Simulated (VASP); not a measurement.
# Cd in VASP: further runs

The runs below take Cd through single point, with PBE.

Everything below comes from runs of VASP 6.6.1. Logs are shortened: lines on timing, memory, paths and dates and some standing lists are left out, and cuts for length are marked.

### Step 1. Starting point

The cell holds a sheet with vacuum, 1 atom: a = 2.936 Å, b = 2.936 Å, c = 23.800 Å, α = 90.00°, β = 90.00°, γ = 90.00°.

The cell was built by a generator and needn't be a form met in nature.

### Step 2. Single point, PBE

Input file INCAR:

```
SYSTEM = Cd
PREC     = Accurate       ! precision mode
ENCUT    = 520            ! plane-wave cutoff, eV
EDIFF    = 1E-6           ! SCF threshold, eV
ISMEAR   = 0              ! smearing method
SIGMA    = 0.1            ! smearing width, eV
LREAL    = .False.        ! projectors in reciprocal space
LASPH    = .True.         ! aspherical terms in the spheres
NELM     = 100            ! most SCF steps
ALGO     = Normal         ! electronic algorithm
ISIF     = 2              ! what is computed and relaxed
LWAVE    = .False.        ! write WAVECAR
LCHARG   = .True.         ! write CHGCAR
LDIPOL   = .True.       
IDIPOL   = 3            
DIPOL    = 0.5 0.5 0.294
GGA      = PE             ! functional
LELF     = .True.         ! ELF
LVHAR    = .True.       
LVACPOTAV= .True.       
NBANDS   = 12             ! bands
```

Input file KPOINTS:

```
regular mesh
0
Gamma
  18 18 1
  0 0 0
```

Input file POSCAR:

```
Cd
1.0
    2.9359081102      0.0000000000      0.0000000000
    0.0000000000      2.9359081102      0.0000000000
    0.0000000000      0.0000000000     23.8000000000
Cd
1
Direct
    0.0000000000      0.0000000000      0.2941176471
```

Potentials or basis: VASP PAW PBE potentials, release 64 (Cd).

Launch:

```bash
> cat potpaw_PBE.64/Cd/POTCAR > POTCAR
> mpirun -np 1 vasp_std > vasp.out
```

OUTCAR:

```text
SYSTEM = Cd
   PREC = Accurate
   ENCUT = 520
   EDIFF = 1E-6
   ISMEAR = 0
   LREAL = .False.
   LASPH = .True.
   NELM = 100
   ISIF = 2
   GGA = PE

 ion  position               nearest neighbor table
   1  0.000  0.000  0.294-

  LATTYP: Found a simple tetragonal cell.
 ALAT       =     2.9359081102
 C/A-ratio  =     8.1065207447

  Lattice vectors:

 A1 = (   2.9359081102,   0.0000000000,   0.0000000000)
 A2 = (   0.0000000000,   2.9359081102,   0.0000000000)
 A3 = (   0.0000000000,   0.0000000000,  23.8000000000)

Analysis of symmetry for initial positions (statically):
=====================================================================
 Subroutine PRICEL returns:
 Original cell was already a primitive cell.

 Routine SETGRP: Setting up the symmetry group for a
 simple tetragonal supercell.

 Subroutine GETGRP returns: Found 16 space group operations
 (whereof  8 operations were pure point group operations)
 out of a pool of 16 trial point group operations.

The static configuration has the point symmetry C_4v.
 The point group associated with its full space group is D_4h.

Analysis of symmetry for dynamics (positions and initial velocities):
=====================================================================
 Subroutine PRICEL returns:
 Original cell was already a primitive cell.

 Routine SETGRP: Setting up the symmetry group for a
 simple tetragonal supercell.

 Subroutine GETGRP returns: Found 16 space group operations
 (whereof  8 operations were pure point group operations)
 out of a pool of 16 trial point group operations.

The dynamic configuration has the point symmetry C_4v.
 The point group associated with its full space group is D_4h.

 Subroutine INISYM returns: Found 16 space group operations
 (whereof  8 operations are pure point group operations),
 and found     1 'primitive' translations

----------------------------------------------------------------------------------------

                                     Primitive cell

  volume of cell :     205.1454

  direct lattice vectors                    reciprocal lattice vectors
     2.935908110  0.000000000  0.000000000     0.340610115  0.000000000  0.000000000
     0.000000000  2.935908110  0.000000000     0.000000000  0.340610115  0.000000000
     0.000000000  0.000000000 23.800000000     0.000000000  0.000000000  0.042016807

  length of vectors
     2.935908110  2.935908110 23.800000000     0.340610115  0.340610115  0.042016807

  position of ions in fractional coordinates (direct lattice)
     0.000000000  0.000000000  0.294117647

  ion indices of the primitive-cell ions
   primitive index   ion index
                 1           1

----------------------------------------------------------------------------------------

 KPOINTS: regular mesh

Automatic generation of k-mesh.
 Grid dimensions read from file:
 generate k-points for:   18   18    1

 Generating k-lattice:

  Cartesian coordinates                     Fractional coordinates (reciprocal lattice)
     0.018922784  0.000000000  0.000000000     0.055555556  0.000000000  0.000000000
     0.000000000  0.018922784  0.000000000     0.000000000  0.055555556  0.000000000
     0.000000000  0.000000000  0.042016807     0.000000000  0.000000000  1.000000000

  Length of vectors
     0.018922784  0.018922784  0.042016807

  Shift w.r.t. Gamma in fractional coordinates (k-lattice)
     0.000000000  0.000000000  0.000000000

 Subroutine IBZKPT returns following result:
 ===========================================

 Found     55 irreducible k-points:

 Following reciprocal coordinates:
            Coordinates               Weight
  0.000000  0.000000  0.000000      1.000000
  0.055556  0.000000  0.000000      4.000000
  0.111111  0.000000  0.000000      4.000000
  0.166667  0.000000  0.000000      4.000000
  0.222222  0.000000  0.000000      4.000000
  0.277778  0.000000  0.000000      4.000000
[... 16 lines left out ...]
  0.277778  0.111111  0.000000      8.000000
  0.333333  0.111111  0.000000      8.000000
 [... further k-points ...]
   k-points           NKPTS =     55   k-points in BZ     NKDIM =     55   number of bands    NBANDS=     12
   number of dos      NEDOS =    301   number of ions     NIONS =      1
   total plane-waves  NPLWV = 103680
   dimension x,y,z NGX =    24 NGY =   24 NGZ =  180
   dimension x,y,z NGXF=    48 NGYF=   48 NGZF=  360
   ions per type =               1
   NGX,Y,Z   is equivalent  to a cutoff of  13.59, 13.59, 12.57 a.u.
   NGXF,Y,Z  is equivalent  to a cutoff of  27.18, 27.18, 25.15 a.u.
 SYSTEM =  Cd
   PREC   = accura    normal or accurate (medium, high low for compatibility)
   ISTART =      0    job   : 0-new  1-cont  2-samecut
   ICHARG =      2    charge: 1-file 2-atom 10-const
   ISPIN  =      1    spin polarized calculation?
   LNONCOLLINEAR =      F non collinear calculations
   LSORBIT =      F    spin-orbit coupling
   LASPH  =      T    aspherical Exc in radial PAW
   ENCUT  =  520.0 eV  38.22 Ry    6.18 a.u.   5.46  5.46 44.25*2*pi/ulx,y,z
   NELM   =    100;   NELMIN=  2; NELMDL= -5     # of ELM steps
   EDIFF  = 0.1E-05   stopping-criterion for ELM
   LREAL  =      F    real-space projection
   EDIFFG = 0.1E-04   stopping-criterion for IOM
   NSW    =      0    number of steps for IOM
   IBRION =     -1    ionic relax: 0-MD 1-quasi-New 2-CG
   NFREE  =      0    steps in history (QN), initial steepest desc. (CG)
   ISIF   =      2    stress and relaxation
   ISYM   =      2    0-nonsym 1-usesym 2-fastsym
   POTIM  = 0.5000    time-step for ionic-motion
   TEBEG  =    0.0;   TEEND  =   0.0 temperature during run
   PSTRESS=    0.0 pullay stress
   NELECT =      12.0000    total number of electrons
   NUPDOWN=      -1.0000    fix difference up-down
   EMIN   =  10.00;   EMAX   =-10.00  energy-range for DOS
   EFERMI =   0.00;   METHOD = LEGACY
   ISMEAR =     0;   SIGMA  =   0.10  broadening in eV -4-tet -1-fermi 0-gaus
   EFERMI_NEDOS =   21; number of points for ismear=-14 and -15
   IALGO  =     38    algorithm
   IMIX   =      4    mixing-type and parameters
     AMIX     =   0.40;   BMIX     =  1.00
     AMIX_MAG =   1.60;   BMIX_MAG =  1.00
  volume/ion in A,a.u.               =     205.15      1384.39
  Fermi-wavevector in a.u.,A,eV,Ry     =   0.635499  1.200918  5.494829  0.403859
  Thomas-Fermi vector in A             =   1.699852
   LORBIT       =      0    0 simple, 1 ext, 2 COOP (PROOUT), +10 PAW based schemes
   GGA     = PE    functional components
   LHFCALC =     F    Hartree Fock is set to
   AEXX    =    0.0000 exact exchange contribution
   IVDW    =     0    specifies the selected vdW correction
   LEPSILON=     F    determine dielectric tensor
   LRPA    =     F    only Hartree local field effects (RPA)
 non-spin polarized calculation
 Gauss-broadening in eV      SIGMA  =   0.10
  energy-cutoff  :      520.00
  volume of cell :      205.15
 maximum number of plane-waves:      5601
 NGX is ok and might be reduce to    24
   NGX = 11   NGY = 11   NGZ = 89

 dipolmoment           0.000000      0.000000     -0.000000 electrons x Angstroem

 number of electron      12.0000001 magnetization

 dipolmoment           0.000000      0.000000      0.000002 electrons x Angstroem

 Free energy of the ion-electron system (eV)
  ---------------------------------------------------
  ext. energy  EPLUGINS =         0.00000000
  ---------------------------------------------------
  free energy    TOTEN  =        -0.34168387 eV

  energy without entropy =       -0.33865917  energy(sigma->0) =       -0.34017152

 E-fermi :  -2.8473     XC(G=0):  -1.8839

 val. band max:       -2.9040402221   @ k =   0.1111   0.0000   0.0000
 cond. band min:      -2.8386123187   @ k =   0.1111   0.0556   0.0000
 fundamental gap:      0.0654279034
 Fermi energy:        -2.8473295209

 k-point     1 :       0.0000    0.0000    0.0000
  band No.  band energies     occupation
      1     -12.4330      2.00000
      2     -12.0959      2.00000
      3     -11.2636      2.00000
      4     -11.2636      2.00000
      5     -10.9955      2.00000
      6      -8.6682      2.00000
      7      -3.1655      1.99999
      8       0.1149      0.00000
      9       0.6549      0.00000
     10       0.8332      0.00000
     11       1.6639      0.00000
     12       1.9008      0.00000

 k-point     2 :       0.0556    0.0000    0.0000
  band No.  band energies     occupation
      1     -12.4128      2.00000
      2     -12.0760      2.00000
      3     -11.2844      2.00000
      4     -11.2620      2.00000
      5     -11.0089      2.00000
      6      -8.6193      2.00000
      7      -3.0995      1.99964
      8       0.1676      0.00000
      9       0.7096      0.00000
     10       0.8867      0.00000
     11       1.7186      0.00000
     12       1.9537      0.00000

 k-point     3 :       0.1111    0.0000    0.0000
  band No.  band energies     occupation
      1     -12.3629      2.00000
      2     -12.0114      2.00000
      3     -11.3431      2.00000
      4     -11.2575      2.00000
      5     -11.0473      2.00000
      6      -8.4692      2.00000
      7      -2.9040      1.57745
      8       0.3257      0.00000
      9       0.8733      0.00000
     10       1.0475      0.00000
     11       1.8825      0.00000
     12       2.1126      0.00000
[... 286 lines left out ...]
 k-point    23 :       0.2778    0.1111    0.0000
  band No.  band energies     occupation
      1     -12.0747      2.00000
      2     -11.6302      2.00000
      3     -11.5604      2.00000
      4     -11.3275      2.00000
      5     -11.3042      2.00000
      6      -7.0819      2.00000
      7      -1.3737      0.00000
      8       1.6362      0.00000
      9       1.9250      0.00000
     10       2.2299      0.00000
     11       2.3900      0.00000
     12       3.2375      0.00000

 k-point    24 :       0.3333    0.1111    0.0000
  band No.  band energies     occupation
      1     -12.0412      2.00000
      2     -11.7252      2.00000
      3     -11.4316      2.00000
      4     -11.3712      2.00000
      5     -11.2943      2.00000
      6      -6.4146      2.00000
      7      -0.7608      0.00000
      8       0.4057      0.00000
      9       2.2335      0.00000
     10       2.8163      0.00000
     11       2.9791      0.00000
     12       3.8142      0.00000

 [... further k-points ...]
[... 5 lines left out ...]
  --------------------------------------------------------------------------------------
  -------------------------------------------------------------------------------------
  Total        0.0323233      0.0323233     -0.0011436      0.0000000      0.0000000      0.0000000
  in kB        0.2524432      0.2524432     -0.0089315      0.0000000      0.0000000      0.0000000
  external PRESSURE =       0.1653183 kB  Pullay stress =       0.0000000 kB

 VOLUME and BASIS-vectors are now :
 -----------------------------------------------------------------------------
  energy-cutoff  :      520.00
  volume of cell :      205.15
      direct lattice vectors                 reciprocal lattice vectors
     2.935908110  0.000000000  0.000000000     0.340610115  0.000000000  0.000000000
     0.000000000  2.935908110  0.000000000     0.000000000  0.340610115  0.000000000
     0.000000000  0.000000000 23.800000000     0.000000000  0.000000000  0.042016807

 POSITION                                       TOTAL-FORCE (eV/Angst)
 -----------------------------------------------------------------------------------
      0.00000      0.00000      7.00000         0.000000      0.000000     -0.000000
 -----------------------------------------------------------------------------------
    total drift:                                0.000000     -0.000000     -0.000018

  FREE ENERGIE OF THE ION-ELECTRON SYSTEM (eV)
  ---------------------------------------------------
  free  energy   TOTEN  =        -0.3416838702 eV

  energy  without entropy=       -0.3386591731  energy(sigma->0) =       -0.34017152

 vacuum level on the upper side and lower side of the slab         0.703         0.703
```

It took 2.3 min on 1 thread of Intel Xeon Platinum 8488C (Sapphire Rapids), shared host; peak memory 0.37 GiB.

What came out:

| Quantity | Value |
| --- | --- |
| Free energy | -0.3417 eV |
| Band gap on the k mesh | none (metal or under the smearing width) |
| Work function of the upper face | 3.55 eV |
| Work function of the lower face | 3.55 eV |

### Step 3. Single point, PBE

This run uses another cell than the first one, of 213.47 Å³/atom, 1.041 times its volume.

Input file INCAR:

```
PREC = Accurate
ENCUT = 520
EDIFF = 1E-7
ISMEAR = 0
SIGMA = 0.1
LREAL = False
LASPH = True
NELM = 100
ALGO = Fast
ISIF = 2
LWAVE = False
LCHARG = False
LDIPOL = True
IDIPOL = 3
DIPOL = 0.5 0.5 0.294
GGA = PE
NBANDS = 12
```

Input file KPOINTS:

```
regular mesh
0
Gamma
  18 18 1
```

Input file POSCAR:

```
Cd
1.0
    2.9949054526      0.0000000000      0.0000000000
    0.0000000000      2.9949054526      0.0000000000
    0.0000000000      0.0000000000     23.8000000000
Cd
1
Direct
    0.0000000000      0.0000000000      0.2941176471
```

Potentials or basis: VASP PAW PBE potentials, release 64 (Cd).

Launch:

```bash
> cat potpaw_PBE.64/Cd/POTCAR > POTCAR
> mpirun -np 1 vasp_std > vasp.out
```

It took 2.9 min on 1 thread of Intel Xeon Platinum 8488C (Sapphire Rapids), shared host; peak memory 0.36 GiB.

Results (log left out):

- Free energy: -0.3398 eV
- Band gap on the k mesh: none (metal or under the smearing width)

Levels at points of the mesh, in eV from the Fermi level:
| k point | band 3 | band 4 | band 5 | band 6 | band 7 | band 8 | band 9 | band 10 |
| --- | --- | --- | --- | --- | --- | --- | --- | --- |
| (0.00, 0.00, 0.00) | -8.41 | -8.41 | -8.16 | -5.66 | -0.24 | 2.91 | 3.44 | 3.61 |
| (0.50, 0.00, 0.00) | -8.54 | -8.37 | -8.32 | -1.19 | -0.75 | 3.35 | 5.61 | 7.03 |
| (0.50, 0.50, 0.00) | -8.84 | -8.40 | -7.81 | 2.55 | 2.55 | 3.46 | 6.78 | 6.97 |

(Continued in part 2 of 2.)
